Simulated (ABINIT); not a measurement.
The system is Re.

```
CELL_PARAMETERS angstrom
2.76639 0.00000 0.00000
-1.38319 2.39576 0.00000
0.00000 0.00000 8.93885
ATOMIC_POSITIONS crystal
Re 0.66667 0.33333 0.75000
Re 0.00000 0.00000 0.50000
Re 0.33333 0.66667 0.25000
Re 0.00000 0.00000 0.00000
```

Base run:

- Program: ABINIT 10.8.3 (patched build)
- Functional: BLYP
- Potentials or basis: JTH PAW PBE v2.0
- Cutoff: 599 eV
- k mesh: 11 × 11 × 3
- Occupations: fermi-dirac, width 0.05 eV
- Spin: no spin polarisation

Its results: band gap on the k mesh none (metal or under the smearing width); pressure 16.5 GPa.

Q: After a change of settings the same cell gave: band gap on the k mesh none (metal or under the smearing width); pressure 5.5 GPa. Which change was it?
A. functional from BLYP to rPW86PBE
B. functional from BLYP to PBE; k mesh from 11 × 11 × 3 to 9 × 9 × 2
C. functional from BLYP to RPBE
D. functional from BLYP to revPBE

A: D.

Caveats: spin-orbit coupling is left out, which moves the levels of the heavy elements; so large a pressure means that the cell lies far from this level's equilibrium, or that cutoff or potentials fall short (some runs); the potentials were made for another functional, which shifts forces and pressure (some runs); the PAW data sets were made with another functional, which shifts forces and pressure a little (some runs).
